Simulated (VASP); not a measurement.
VASP 6.6.1 run: MgH₂

INCAR

```
ISMEAR = -1
LCHARG = .FALSE.
SIGMA = 0.02
ENCUT = 600
EDIFFG = -5E-3
PREC = Accurate
NELM = 120
IBRION = 2
ISIF = 3
LREAL = .FALSE.
NSW = 40
PSTRESS = 20
EDIFF = 1E-7
LASPH = .TRUE.
NBANDS = 9
LWAVE = .FALSE.
GGA = 91
```

KPOINTS

```
KPOINTS created by Atomic Simulation Environment
0
Gamma
8 8 8
0 0 0
```

POSCAR

```
Mg H
 1.0000000000000000
     0.0000000000000000    2.3795668894755866    2.3795668894755866
     2.3795668894755866    0.0000000000000000    2.3795668894755866
     2.3795668894755866    2.3795668894755866    0.0000000000000000
 Mg  H
   1   2
Cartesian
  0.0000000000000000 -0.0000000000000000  0.0000000000000000
  1.1897834447377931  1.1897834447377931  1.1897834447377931
  3.5693503342133801  3.5693503342133797  3.5693503342133797
```

The recommended PBE PAW datasets give the neutral cell 4 valence electrons.

Command

```
mpirun -np 1 vasp_std
```

OSZICAR

```
N       E                     dE             d eps       ncg     rms          rms(c)
DAV:   1    -0.277398500559E+01   -0.27740E+01   -0.18997E+03   530   0.375E+02
DAV:   2    -0.913958181838E+01   -0.63656E+01   -0.60247E+01   672   0.446E+01
DAV:   3    -0.930528969544E+01   -0.16571E+00   -0.16557E+00   628   0.713E+00
DAV:   4    -0.930560711401E+01   -0.31742E-03   -0.31741E-03   736   0.285E-01
DAV:   5    -0.930560775140E+01   -0.63739E-06   -0.63712E-06   645   0.110E-02    0.476E+00
DAV:   6    -0.878560771242E+01    0.52000E+00   -0.37096E-01   549   0.233E+00    0.243E+00
DAV:   7    -0.860838909351E+01    0.17722E+00   -0.51249E-01   550   0.299E+00    0.497E-01
DAV:   8    -0.861613661036E+01   -0.77475E-02   -0.36206E-02   547   0.689E-01    0.528E-01
DAV:   9    -0.860912546138E+01    0.70111E-02   -0.12673E-02   559   0.424E-01    0.313E-02
DAV:  10    -0.860916492081E+01   -0.39459E-04   -0.21003E-04   651   0.926E-02    0.282E-02
...
DAV:   2    -0.860532767016E+01    0.72715E-04   -0.86544E-05   582   0.499E-02    0.461E-02
DAV:   3    -0.860530594344E+01    0.21727E-04   -0.77136E-05   574   0.338E-02    0.405E-03
DAV:   4    -0.860530626207E+01   -0.31863E-06   -0.29927E-06   558   0.853E-03    0.225E-03
DAV:   5    -0.860530624346E+01    0.18610E-07   -0.26583E-07   566   0.190E-03
   3 F= -.82826203E+01 E0= -.82825083E+01  d E =-.985783E-02
       N       E                     dE             d eps       ncg     rms          rms(c)
DAV:   1    -0.860482170648E+01    0.48456E-03   -0.77579E-05   549   0.602E-02    0.635E-03
DAV:   2    -0.860482145522E+01    0.25126E-06   -0.49685E-07   586   0.385E-03    0.345E-03
DAV:   3    -0.860482151759E+01   -0.62374E-07   -0.42205E-07   542   0.251E-03
   4 F= -.82826329E+01 E0= -.82825256E+01  d E =-.987045E-02
```

From OUTCAR

```
k-points           NKPTS =     29   k-points in BZ     NKDIM =     29   number of bands    NBANDS=      9

   NELECT =       4.0000    total number of electrons

   dimension x,y,z NGX =    28 NGY =   28 NGZ =   28
   dimension x,y,z NGXF=    56 NGYF=   56 NGZF=   56

  energy-cutoff  :      600.00
  volume of cell :       25.81
      direct lattice vectors                 reciprocal lattice vectors
     0.000000000  2.345598109  2.345598109    -0.213165247  0.213165247  0.213165247
     2.345598109  0.000000000  2.345598109     0.213165247 -0.213165247  0.213165247
     2.345598109  2.345598109 -0.000000000     0.213165247  0.213165247 -0.213165247

 k-points in reciprocal lattice and weights: KPOINTS created by Atomic Simulation Env
   0.00000000  0.00000000  0.00000000       0.002
   0.12500000  0.00000000  0.00000000       0.016
   0.25000000  0.00000000  0.00000000       0.016
   0.37500000  0.00000000  0.00000000       0.016
   0.50000000  0.00000000  0.00000000       0.008
   0.12500000  0.12500000  0.00000000       0.012
   0.25000000  0.12500000  0.00000000       0.047
   0.37500000  0.12500000  0.00000000       0.047
   ...

 E-fermi :   3.2891

 k-point     1 :       0.0000    0.0000    0.0000
  band No.  band energies     occupation
      1      -7.0836      2.00000
      2       4.1098      0.00000
      3      12.6740      0.00000
      4      12.6740      0.00000
      5      12.6740      0.00000
      6      15.5025      0.00000
      7      15.5025      0.00000
      8      15.5025      0.00000
      9      16.2012      0.00000

 k-point     2 :       0.1250    0.0000    0.0000
  band No.  band energies     occupation
      1      -6.7901      2.00000
      2       3.4417      0.00097
      3      11.5362      0.00000
      4      12.3281      0.00000
      5      12.3281      0.00000
      6      15.0219      0.00000
      7      16.3243      0.00000
      8      16.3243      0.00000
      9      17.0173      0.00000

 k-point     3 :       0.2500    0.0000    0.0000
  band No.  band energies     occupation
      1      -5.9226      2.00000
      2       1.7053      2.00000
      3      10.3553      0.00000
      4      11.9391      0.00000
      5      11.9391      0.00000
      6      13.1669      0.00000
      7      15.1704      0.00000
      8      15.1704      0.00000
      9      18.5561      0.00000

 k-point     4 :       0.3750    0.0000    0.0000
  band No.  band energies     occupation
      1      -4.5222      2.00000
      2      -0.4983      2.00000
      3       9.9630      0.00000
      4      11.5950      0.00000
      5      11.9536      0.00000
      6      11.9536      0.00000
      7      13.5668      0.00000
      8      13.5668      0.00000
      9      21.2261      0.00000

 k-point     5 :       0.5000    0.0000    0.0000
  band No.  band energies     occupation
      1      -2.7048      2.00000
      2      -2.6279      2.00000
      3      10.1042      0.00000
      4      10.7903      0.00000
      5      12.3647      0.00000
      6      12.3647      0.00000
      7      12.6163      0.00000
      8      12.6163      0.00000
      9      23.3820      0.00000

 ...

  Total        0.3225801      0.3225801      0.3225801     -0.0000000     -0.0000000      0.0000000
  in kB       20.0243025     20.0243025     20.0243025     -0.0000000     -0.0000000      0.0000000
  external PRESSURE =       0.0243025 kB  Pullay stress =      20.0000000 kB

 POSITION                                       TOTAL-FORCE (eV/Angst)
 -----------------------------------------------------------------------------------
      0.00000      0.00000      0.00000         0.000000     -0.000000      0.000000
      1.17280      1.17280      1.17280         0.000000      0.000000      0.000000
      3.51840      3.51840      3.51840        -0.000000     -0.000000     -0.000000
 -----------------------------------------------------------------------------------
    total drift:                                0.000000      0.000000      0.000000

  FREE ENERGIE OF THE ION-ELECTRON SYSTEM (eV)
  ---------------------------------------------------
  free  energy   TOTEN  =        -8.6048215176 eV

  energy  without entropy=       -8.6046070160  energy(sigma->0) =       -8.60471427
```

| ionic step | ΔH (meV/atom) | volume (Å³) | largest force (eV/Å) | pressure (GPa) | electronic steps |
| --- | --- | --- | --- | --- | --- |
| 1 | 0.0 | 26.95 | 0.000 | -0.69 | 13 |
| 2 | -2.5 | 26.36 | 0.000 | 0.62 | 6 |
| 3 | -3.3 | 25.85 | 0.000 | 1.90 | 5 |
| 4 | -3.3 | 25.81 | 0.000 | 2.00 | 3 |

It converged. Results: relaxed cell vector lengths 3.317, 3.317, 3.317 Å; relaxed cell volume 25.81 Å³.

For comparison, a separate PBEsol relaxation on usual settings, not on those above, ends at 26.28 Å³.

The run above took about 23 s on one core of a shared host (Intel Xeon Platinum 8488C) and held 0.16 GiB at most.
